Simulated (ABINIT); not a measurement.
Crystal: Sn.

```
Sn
1.0
    -2.02919    2.02919    1.66076
     2.02919   -2.02919    1.66076
     2.02919    2.02919   -1.66076
Sn
1
Cartesian
  0.0000 0.0000 0.0000
```

This isn't the form of Sn at room conditions, which is tetragonal (white tin).

Base run:

- Program: ABINIT 10.8.3 (patched build)
- Functional: r2SCAN
- Potentials or basis: JTH PAW PBE v2.0
- Cutoff: 707 eV
- k mesh: 10 × 10 × 10
- Occupations: fermi-dirac, width 0.05 eV
- Spin: no spin polarisation

Its results: band gap on the k mesh none (metal or under the smearing width); pressure -0.7 GPa.

Question: After a change of settings the same cell gave: band gap on the k mesh none (metal or under the smearing width); pressure -2.4 GPa. Which change was it?
A. functional from r2SCAN to AM05
B. functional from r2SCAN to PW91
C. functional from r2SCAN to PBE
D. functional from r2SCAN to RPBE

Answer: A.

Caveats: the PAW data sets were made with another functional, which shifts forces and pressure a little.
